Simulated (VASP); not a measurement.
Sr:

```xyz
1
Lattice="-2.4250 2.4250 2.4250 2.4250 -2.4250 2.4250 2.4250 2.4250 -2.4250" Properties=species:S:1:pos:R:3 pbc="T T T"
Sr    0.0000    0.0000    0.0000
```

This isn't the form of Sr at room conditions, which is fcc.

Program: VASP 6.6.1. Alike in all runs: level PBE; potentials or basis VASP PAW PBE potentials, release 64 (Sr_sv); no spin polarisation; cell as given; cutoff (eV) 520; smearing fermi-dirac 0.05 eV. Hardware: 1 thread of Intel(R) Xeon(R) Platinum 8488C (Sapphire Rapids), on a shared host.

**Question.** Order these runs on this cell by their wall time, lowest first.
A. task electric field gradients; k mesh 14 × 14 × 14; mesh quality not flagged
B. task single point; k mesh 3 × 3 × 3; mesh quality coarse
C. task electric field gradients; k mesh 5 × 5 × 5; mesh quality coarse

**Answer.** B (4.6 s), C (14 s), A (40 s).

Caveats: some runs use coarse meshes.
